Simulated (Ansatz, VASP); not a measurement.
## Sb in VASP and in Ansatz

```
Sb
1.0
     4.06869    0.00000    0.00000
    -2.03434    3.52358    0.00000
     0.00000    0.00000   28.00000
Sb
2
Direct
  0.33333 0.66667 0.52946
  0.66667 0.33333 0.47054
```

Alike in both runs: task single point; functional r2SCAN; k mesh 9 × 9 × 1; occupations gaussian, width 0.02 eV; no spin polarisation.

|  | VASP | Ansatz |
| --- | --- | --- |
| version | VASP 6.6.1 | Ansatz 0.2.0 |
| potentials or method | VASP PAW PBE potentials, release 64 (Sb) | scalar-relativistic, plane waves, PAW |
| plane-wave cutoff (eV) | 520 | 500 |
| valence electrons in the cell | 10 | 30 |

VASP gave:

| Quantity | Value |
| --- | --- |
| gap on the k mesh at the Fermi level (eV) | 1.44 |
| least direct gap on the mesh (eV) | 2.05 |
| rms of the force components (eV/Å) | 0.087 |

Task: Which values does Ansatz return?

Result: gap on the k mesh at the Fermi level (eV): 1.44; least direct gap on the mesh (eV): 2.09; rms of the force components (eV/Å): 0.144.

Atom by atom the forces differ by 0.057 eV/Å (rms over components). The two sets of potentials don't hold the same shells in valence. Ansatz warned: «xc_potential_rough_in_thin_density».

Caveats: the PAW data sets were made with another functional, which shifts forces and pressure a little (VASP); spin-orbit coupling is left out, which moves the levels of the heavy elements.
